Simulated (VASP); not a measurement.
A calculation with VASP 6.6.1 of PbS (native input, structure from a POSCAR):

File INCAR:

```
PREC = Accurate
ENCUT = 520
EDIFF = 1E-6
ISMEAR = 0
SIGMA = 0.02
LREAL = False
LASPH = True
NELM = 80
ALGO = Fast
ISIF = 2
LWAVE = False
LCHARG = True
GGA = RP
LELF = True
LVHAR = True
```

File KPOINTS:

```
Automatic mesh
0
Gamma
  8 8 7
```

The input POSCAR:

```
PbS
1.0
    4.0896976867      0.0000000000      0.0000000000
   -2.0448488433      3.5417820905      0.0000000000
    0.0000000000      0.0000000000      3.7881670000
Pb S
1 1
Direct
    0.0000000000      0.0000000000      0.0000000000
    0.6666666667      0.3333333333      0.5000000000
```

Potentials or basis: VASP PAW PBE potentials, release 64 (Pb_d, S).

Command:

```bash
$ cat potpaw_PBE.64/Pb_d/POTCAR potpaw_PBE.64/S/POTCAR > POTCAR
$ mpirun -np 1 vasp_std > vasp.out
```

Measurements of this composition are mostly on another form, of space group No. 225.

**Question.** Write the same calculation in another form: ASE script, Cartesian positions.

**Answer.** As run:

The input run.py:

```python
from ase.calculators.vasp import Vasp
from ase.dft.bandgap import bandgap
from ase.io import read

atoms = read('PbS.xyz')
calc = Vasp(
    directory='calc',
    xc='rpbe',
    pp='PBE',
    setups='materialsproject',
    prec='Accurate',
    encut=520,
    ediff=1e-07,
    ismear=0,
    sigma=0.02,
    lreal=False,
    lasph=True,
    nelm=80,
    algo='Normal',
    isif=2,
    lwave=False,
    lcharg=False,
    kpts=[8, 8, 7],
    gamma=True,
    nbands=17,
)
atoms.calc = calc

print('energy (eV):', atoms.get_potential_energy())
print('free energy (eV):', atoms.get_potential_energy(force_consistent=True))
print('forces (eV/A):')
print(atoms.get_forces())
print('stress (eV/A^3, Voigt):', atoms.get_stress())
print('Fermi level (eV):', calc.get_fermi_level())
gap, top, bottom = bandgap(calc)
print('band gap (eV):', gap, 'from (spin, k, band)', top, 'to', bottom)
```

PbS.xyz

```xyz
2
Lattice="4.0896976867 0.0000000000 0.0000000000 -2.0448488433 3.5417820905 0.0000000000 0.0000000000 0.0000000000 3.7881670000" Properties=species:S:1:pos:R:3 pbc="T T T"
Pb     0.0000000000      0.0000000000      0.0000000000
S      2.0448488436      1.1805940300      1.8940835000
```

Potentials or basis: VASP PAW PBE potentials, release 64 (Pb_d, S).

Command:

```bash
$ python run.py
```

Both were run:

|  | native input, structure from a POSCAR | ASE script, Cartesian positions |
| --- | --- | --- |
| Pressure | 1.8 GPa | 1.8 GPa |
| Band gap on the k mesh | 0.30 eV, indirect (least direct gap 1.70 eV) | 0.30 eV, indirect (least direct gap 1.70 eV) |

Keys that steer only the numerical path or the files written may differ.

Caveat: the PAW data sets were made with another functional, which shifts forces and pressure a little; spin-orbit coupling is left out, which as a rule narrows the gap of such compounds by several tenths of an eV; an odd mesh through Γ misses points on the zone boundary, where band edges often lie.
